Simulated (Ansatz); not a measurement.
Runs of Ansatz 0.2.0 on Ta. It takes space group P6_3/mmc (No. 194, hexagonal). The conventional cell has a = 2.900 Å, b = 2.900 Å, c = 5.166 Å, α = 90.00°, β = 90.00°, γ = 120.00°. Ta (site symmetry -6m2) has 12 Ta at 2.90 to 3.08 Å as nearest neighbours. This isn't the form of Ta at room conditions, which is bcc.

| task | level | k mesh | cutoff (eV) | points for each segment of the path | mesh quality | gap on the mesh (eV) | pressure (GPa) | V0 of scaled cells (Å³/atom) | B0 (GPa) |
| --- | --- | --- | --- | --- | --- | --- | --- | --- | --- |
| band structure | BLYP | 6 × 6 × 3 | 420 | 14 | coarse | none | 4.2 | - | - |
| band structure | r2SCAN | 6 × 6 × 3 | 500 | 14 | coarse | none | -3.9 | - | - |
| equation of state | r2SCAN | 11 × 11 × 5 | 500 | - | not flagged | - | - | 18.47 | (a) |
| band structure | LDA | 6 × 6 × 3 | 420 | 14 | coarse | none | -12.5 | - | - |
| equation of state | HSE06 | 6 × 6 × 4 | 420 | - | coarse | - | - | 18.53 | 192 |
| equation of state | PBEsol | 11 × 11 × 5 | 420 | - | not flagged | - | - | (b) | 204 |
| band structure | PBEsol | 6 × 6 × 3 | 420 | 14 | coarse | none | -7.7 | - | - |

Alike in all rows: potentials or basis Ansatz PAW; no spin polarisation; cell as given; smearing fermi-dirac 0.05 eV.

Q: Estimate the missing entries.

A: (a) 198; (b) 18.10.

Caveats: some runs use coarse meshes; the PAW data sets come from PBE, with cores solved anew for the run's functional, which leaves a small shift of forces and pressure; the cell was scaled at fixed shape and fractional positions, which overstates the stiffness of a crystal with free parameters, most of all of layers and chains (some runs); the potentials were made for another functional, which shifts forces and pressure (some runs).

A k mesh can miss the band edges, and the runs leave out spin-orbit coupling on Ta.

A gap of «none» marks a metal or a gap under the smearing width.

Not every run made on this cell is shown here.
